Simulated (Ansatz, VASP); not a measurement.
One calculation of ZnS, two programs

```
CELL_PARAMETERS angstrom
3.43636 0.00000 0.00000
-1.71818 2.97598 0.00000
0.00000 0.00000 5.66419
ATOMIC_POSITIONS crystal
Zn 0.00000 0.00000 0.00000
Zn 0.00000 0.00000 0.50000
S 0.33333 0.66667 0.25000
S 0.66667 0.33333 0.75000
```

Alike in both runs: functional PBE; k mesh 11 × 11 × 6; occupations fermi-dirac, width 0.1 eV; no spin polarisation.

Ansatz relaxed the structure, and its values are those at the end. VASP's run is a single point on that final structure, the one shown.

|  | VASP | Ansatz |
| --- | --- | --- |
| version | VASP 6.6.1 | Ansatz 0.2.0 |
| potentials or method | VASP PAW PBE potentials, release 64 (Zn, S) | PAW with Ansatz's default frozen-core files, scalar-relativistic |
| plane-wave cutoff (eV) | 520 | 420 |
| valence electrons in the cell | 36 | 36 |

|  | VASP | Ansatz | Ansatz less VASP |
| --- | --- | --- | --- |
| pressure (GPa) | 18.3 | 18.0 | -0.28 |

Caveats: so large a pressure means that the cell lies far from this level's equilibrium, or that cutoff or potentials fall short (VASP).
